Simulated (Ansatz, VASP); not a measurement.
## Two plane-wave programs on Ge

```
CELL_PARAMETERS angstrom
1.51724 -2.64558 0.00000
1.51724 2.64558 0.00000
0.00000 0.00000 4.82032
ATOMIC_POSITIONS crystal
Ge 0.33345 0.66655 0.25000
Ge 0.66655 0.33345 0.75000
```

This isn't the form of Ge at room conditions, which is diamond.

Alike in both runs: task single point; functional PBE; k mesh 10 × 10 × 6; occupations fermi-dirac, width 0.05 eV; no spin polarisation.

|  | VASP | Ansatz |
| --- | --- | --- |
| version | VASP 6.6.1 | Ansatz 0.2.0 |
| potentials or method | VASP PAW PBE potentials, release 64 (Ge_d) | Ansatz PAW |
| plane-wave cutoff (eV) | 520 | 420 |
| valence electrons in the cell | 28 | 28 |

|  | VASP | Ansatz | Ansatz less VASP |
| --- | --- | --- | --- |
| gap on the k mesh at the Fermi level (eV) | none | none | - |
| pressure (GPa) | -0.1 | -0.1 | -0.01 |
| largest component of the traceless stress (GPa) | 1.37 | 1.37 | -0.009 |

A gap of «none» marks a metal or a gap that the smearing closes.
